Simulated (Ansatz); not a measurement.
# MoS2 in Ansatz: reference runs

How does MoS2 come out in PBE? The cell is run as given and disturbed.

All numbers are computed with Ansatz 0.2.0; they aren't measurements. Logs are shortened: lines on timing, memory, paths and dates and some standing lists are left out, and cuts for length are marked.

## 1. The structure

The cell holds a slab with vacuum, 3 atoms: a = 3.184 Å, b = 3.184 Å, c = 17.335 Å, α = 90.00°, β = 90.00°, γ = 120.00°.

## 2. Single point, PBE

Contents of input.yaml:

```yaml
crystal:
  lattice:
    - [3.1841260822, 0.0, 0.0]
    - [-1.5920630411, 2.757534076, 0.0]
    - [0.0, 0.0, 17.33459995]
  atoms:
    - { symbol: Mo, position: [0.0, 0.0, 0.0] }
    - { symbol: S, position: [0.3333333333, 0.6666666667, 0.91050702] }
    - { symbol: S, position: [0.3333333333, 0.6666666667, 0.08949298] }
kpoints:
  mp_grid: { grid: [10, 10, 2] }
scf:
  occupations: { method: fermi_dirac, width: 0.05 }
hamiltonian:
  xc: pbe
  pseudopotentials: { kind: all_electron, lapw: { basis_error: 0.001 } }
output:
  forces: true
  stress: true
  eigenvalues: true
  populations: true
```

Potentials or basis: all-electron LAPW, scalar-relativistic.

Started as:

```bash
> ansatz run input.yaml --threads 2 --pin off --max-ram 6144MiB --backend cpu --events-out ev --progress --plain --runs-dir out
```

Standard output:

```text
Warning: RAYON_NUM_THREADS=2 ignored (pool sized by the plan → 2); use --threads N
Mo: projections on atomic orbitals take those of the free atom 1s2 2s2 2p6 3s2 3p6 3d10 4s2 4p6 4d5 5s1, of charge +0.00 (hamiltonian.pseudopotentials.projection_atoms)
S: projections on atomic orbitals take those of the free atom 1s2 2s2 2p6 3s2 3p4, of charge +0.00 (hamiltonian.pseudopotentials.projection_atoms)
LAPW: plane waves up to 8.291 Å⁻¹, error target 1.0e-3 eV per atom; small_component_spin mean_spin; S in spheres of 1.067 Å, 14 of its electrons in bands, Dirac shells []; Mo in spheres of 1.338 Å, 30 of its electrons in bands, Dirac shells [] (how accurate: hamiltonian.pseudopotentials.lapw.basis_error, Limitations)
Engine: ansatz 0.2.0, x86_64-unknown-linux-gnu
Pseudopotentials: kind: all_electron
Pseudopotential: Mo, LAPW, valence charge 30, lapw/all_electron/scalar/gaussian/Mo, Koelling and Harmon's equation, gaussian nucleus
Pseudopotential: S, LAPW, valence charge 14, lapw/all_electron/scalar/gaussian/S, Koelling and Harmon's equation, gaussian nucleus
Functional definition: PBE
  parameter kappa = 0.804
  parameter beta = 0.06672455060314922
  exchange = pbe_x(kappa = kappa, mu = beta*pi^2/3)
  correlation = pbe_c(beta = beta)
Crystal: 3 atoms, lattice volume = 152.204 Å³
Basis set: ecut = 261.90059783243044 eV, 1479 PW (Γ), exchange–correlation at level 2
Bands: 35, of which v1, the nominal top of the filled ones, is band 29 counted from 1 (28 counted from 0)
Symmetry: 12 space group operations
Space group: P-6m2 (ITA 187), of the structure as read, at distance tolerance 5.3e-5 Å
k-points: 28 of 200 (time reversal used)
Non-local potential: Mo, projectors of the file, none
Non-local potential: S, projectors of the file, none
Initial density: superposition of atomic densities (neutral atoms: chi_scale 0, normalization atom)
Initial wavefunctions: plane waves of lowest kinetic energy (no species holds an atomic orbital)
Functional: x = pbe(κ = 0.804, μ = 0.2195149727645171), c = pbe(β = 0.06672455060314922)
iter 1 solved again at ethr=5.63e-3 eV; its pass at ethr=1.00e-1 eV (dr2=3.26e0 eV) is discarded
SCF iter   1: F=—  HF=-131907.316160 eV  |F-HF|=—  |Δ(HF+E_count)|=         —  Δρ=3.91e-2  dr2=3.26e0  ethr=5.63e-3  ⟨swp⟩=2.2  Hψ=6278  notcnv=0
preconditioner: auto → Resta (q_TF=auto, 2.323 Å⁻¹)  ε∞=2.6  [insulator: Δε(μ)=1.872 eV  Ē_g=10.169 eV  σ=0.050 eV  W_gap=1.00  n_scr=30 (ndim 8)  ℏωp=12.8 eV  f_vac=0.642  D(μ)=0.00/eV (n_scr^D=0)  ε∞_Penn≈2.6  vacuum switching on, ρ_ref=7.5e-3 e/Å³]
SCF iter   2: F=—  HF=-131907.122655 eV  |F-HF|=—  |Δ(HF+E_count)|=   1.94e-1  Δρ=3.38e-2  dr2=6.51e0  ethr=5.62e-3  ⟨swp⟩=3.1  Hψ=3061  notcnv=0
iter 3 solved again at ethr=3.61e-4 eV; its pass at ethr=5.62e-3 eV (dr2=2.09e-1 eV) is discarded
SCF iter   3: F=—  HF=-131905.935075 eV  |F-HF|=—  |Δ(HF+E_count)|=    1.19e0  Δρ=1.13e-2  dr2=2.09e-1  ethr=3.61e-4  ⟨swp⟩=2.1  Hψ=4842  notcnv=0
SCF iter   4: F=—  HF=-131905.868284 eV  |F-HF|=—  |Δ(HF+E_count)|=         —  Δρ=2.52e-3  dr2=2.44e-2  ethr=3.60e-4  ⟨swp⟩=3.0  Hψ=3170  notcnv=0
the basis was enlarged: its passes take 970.1 KiB over the memory plan, 2 of 2 planned eigensolver slots
SCF iter   5: F=—  HF=-131905.864398 eV  |F-HF|=—  |Δ(HF+E_count)|=   3.89e-3  Δρ=9.16e-4  dr2=2.16e-3  ethr=4.21e-5  ⟨swp⟩=3.0  Hψ=2994  notcnv=0
SCF iter   6: F=—  HF=-131905.864340 eV  |F-HF|=—  |Δ(HF+E_count)|=   5.79e-5  Δρ=3.50e-4  dr2=3.55e-4  ethr=3.72e-6  ⟨swp⟩=2.0  Hψ=2751  notcnv=0
SCF iter   7: F=—  HF=-131905.864317 eV  |F-HF|=—  |Δ(HF+E_count)|=   2.36e-5  Δρ=3.20e-5  dr2=2.26e-6  ethr=6.13e-7  ⟨swp⟩=2.9  Hψ=2793  notcnv=0
SCF iter   8: F=—  HF=-131905.864319 eV  |F-HF|=—  |Δ(HF+E_count)|=   2.02e-6  Δρ=1.77e-5  dr2=1.17e-6  ethr=3.90e-9  ⟨swp⟩=3.0  Hψ=2994  notcnv=0
SCF iter   9: F=-131905.864318 eV  HF=-131905.864318 eV  |F-HF|=4.98e-9  |Δ(HF+E_count)|=   2.48e-7  Δρ=2.21e-6  dr2=8.32e-9  ethr=2.02e-9  ⟨swp⟩=2.3  Hψ=2752  notcnv=0
SCF 1 converged in 9 iterations: F = -131905.864318 eV  dr2 = 8.32e-9
SCF converged after 9 iterations
Free energy (F): -131905.864318 eV
Harris-Foulkes:  -131905.864318 eV  (|F-HF|=4.98e-9)
Internal energy: -131905.864318 eV  (E = F + TS)
E sigma→0 (E₀):  -131905.864318 eV
Fermi energy:    1.093769 eV
--- Per-component energies (eV) ---
  E_band       = -7461.362929
  E_kinetic    = 136001.042293
  E_xc         = -4767.385500
  E_electrostatic = -263139.521112  (all electrons and nuclei)
  E_smearing   = -0.000000  (= −TS)
  E_closure    = 0.000000  (closes the sum)
  E_atoms      = -131884.088107  (free atoms, spherical and without spin; not in F)
  Σ components = -131905.864318   (vs F -131905.864318, Δ=0.00e0)
  Basis errors (estimates in eV, not in F): energy 4.9e-4 per atom: plane waves 4.4e-4 (2.6e-4 summed), levels above the bands 1.7e-48, relativity 3.5e-8, radial functions 4.9e-5, core shells 2.8e-7; eigenvalues (radial functions only) 2.4e-6; not estimated: angular momenta, meshes, grids; target (lapw.basis_error) 1.0e-3; muffin-tin radii S 1.067 Å, Mo 1.338 Å
--- Forces (eV/Å), atoms counted from 1 ---
  atom   1  Mo    -0.00000000     0.00000000     0.00000000
  atom   2  S     -0.00000000    -0.00000000    -0.21874130
  atom   3  S      0.00000000    -0.00000000     0.21874130
  max |Σ_I F_I| component: 5.55e-17 eV/Å
--- Stress (GPa, compression-positive) ---
        0.266249      -0.000000       0.000000
       -0.000000       0.266249       0.000000
        0.000000       0.000000       0.715358
  P = ⅓ Tr σ = 0.4160 GPa (4.160 kbar)
--- Band table (eV; the first three rows and the last of 28) ---
  k-point 0: bands = ["-375.5228", "-375.5040", "-375.5040", "-217.4039", "-217.4039", "-217.3918", "-217.3831", "-217.3831", "-205.0394", "-205.0394", "-149.8340", "-149.8340", "-149.8340", "-149.8340", "-149.7796", "-149.7796", "-60.6534", "-34.7902", "-34.5877", "-34.5877", "-13.8998", "-12.5570", "-5.4146", "-2.4583", "-2.4583", "-1.5230", "-1.3383", "-1.3383", "0.2520", "2.9747", "2.9747", "3.2519", "3.2519", "5.5905", "5.9104"]
  k-point 1: bands = ["-375.5228", "-375.5040", "-375.5040", "-217.4039", "-217.4039", "-217.3918", "-217.3831", "-217.3831", "-205.0394", "-205.0394", "-149.8340", "-149.8340", "-149.8340", "-149.8340", "-149.7796", "-149.7796", "-60.6534", "-34.7902", "-34.5877", "-34.5877", "-13.8998", "-12.5570", "-5.4146", "-2.4583", "-2.4583", "-1.5230", "-1.3383", "-1.3383", "0.2520", "2.9747", "2.9747", "3.2519", "3.2519", "5.7018", "5.7281"]
  k-point 2: bands = ["-375.5228", "-375.5040", "-375.5040", "-217.4039", "-217.4039", "-217.3918", "-217.3831", "-217.3831", "-205.0394", "-205.0394", "-149.8340", "-149.8340", "-149.8340", "-149.8340", "-149.7796", "-149.7796", "-60.6499", "-34.7830", "-34.6242", "-34.5960", "-13.7533", "-12.4986", "-5.2506", "-2.7732", "-2.3049", "-2.1844", "-1.5657", "-0.9041", "0.1666", "2.8095", "2.8837", "3.0875", "3.2290", "5.8392", "6.1032"]
  k-point 27: bands = ["-375.5228", "-375.5040", "-375.5040", "-217.4039", "-217.4039", "-217.3918", "-217.3831", "-217.3831", "-205.0394", "-205.0394", "-149.8340", "-149.8340", "-149.8340", "-149.8340", "-149.7796", "-149.7796", "-60.6120", "-34.8837", "-34.8009", "-34.7067", "-11.8178", "-11.7031", "-5.1378", "-4.6183", "-3.6127", "-3.2697", "-2.7440", "-1.7933", "0.0627", "1.9859", "3.3539", "3.6305", "5.0350", "7.3821", "8.0808"]
--- Löwdin populations: 3 sites ---
  site symbol       q [e]
     0     Mo     41.6516
     1      S     16.0744
     2      S     16.0744
  spilling = 0.002698 (of n_electrons = 74.000000)
```

Wall time 54 s (2 threads of Intel Xeon at 2.50GHz (Skylake/Cascade Lake), shared host); peak memory 0.49 GiB.

What came out:

| Item | Value |
| --- | --- |
| Free energy | -131905.8643 eV |
| Largest force | 0.219 eV/Å |
| Band gap on the k mesh | 1.73 eV, indirect (least direct gap 1.92 eV) |

Forces on the atoms (eV/Å):
```
Mo   0.000  0.000  0.000
S    0.000  0.000 -0.219
S    0.000  0.000  0.219
```

## 3. Single point, PBE (atoms moved at random, drawn with an rms of 0.05 Å)

Edit input.yaml of step 2 so:

```diff
@@ -6,5 +6,5 @@
   atoms:
-    - { symbol: Mo, position: [0.0, 0.0, 0.0] }
-    - { symbol: S, position: [0.3333333333, 0.6666666667, 0.91050702] }
-    - { symbol: S, position: [0.3333333333, 0.6666666667, 0.08949298] }
+    - { symbol: Mo, position: [0.002899, -0.01384, -0.000474] }
+    - { symbol: S, position: [0.331386, 0.661075, 0.910555] }
+    - { symbol: S, position: [0.321736, 0.655181, 0.089526] }
 kpoints:
```

Potentials or basis: all-electron LAPW, scalar-relativistic.

Started as:

```bash
> ansatz run input.yaml --threads 2 --pin off --max-ram 6144MiB --backend cpu --events-out ev --progress --plain --runs-dir out
```

Wall time 3.3 min (2 threads of Intel Xeon at 2.50GHz (Skylake/Cascade Lake), shared host); peak memory 0.91 GiB.

Results (log left out):

```
Free energy            : -131905.8438 eV
Largest force          : 0.886 eV/Å
Band gap on the k mesh : 1.72 eV, indirect (least direct gap 1.91 eV)
```

Forces in eV/Å, atoms in the order of the input:
```
Mo  -0.791  0.304  0.260
S    0.307 -0.223 -0.375
S    0.484 -0.082  0.115
```

Stress tensor (GPa, compression positive):
```
 0.40 -0.26  0.30
-0.26  0.20  0.23
 0.30  0.23  0.80
```

Levels at points of the mesh, in eV from the valence-band top:
```tsv
k point	band 26	band 27	band 28	band 29	band 30	band 31	band 32	band 33
(0.00, 0.00, 0.00)	-1.84	-1.71	-1.40	0.00	2.50	2.89	2.94	3.09
(0.00, 0.00, -0.50)	-1.84	-1.71	-1.40	0.00	2.50	2.89	2.94	3.09
(0.00, -0.50, 0.00)	-3.27	-1.85	-1.10	-0.59	2.20	2.72	3.73	4.39
(0.00, -0.50, -0.50)	-3.27	-1.85	-1.10	-0.59	2.20	2.72	3.73	4.39
(-0.50, 0.00, 0.00)	-3.29	-1.82	-1.10	-0.58	2.21	2.72	3.71	4.38
(-0.50, 0.00, -0.50)	-3.29	-1.82	-1.10	-0.58	2.21	2.72	3.71	4.38
(-0.50, -0.50, 0.00)	-3.17	-1.96	-1.02	-0.74	2.15	2.70	3.98	4.27
(-0.50, -0.50, -0.50)	-3.17	-1.96	-1.02	-0.74	2.15	2.70	3.98	4.27
```
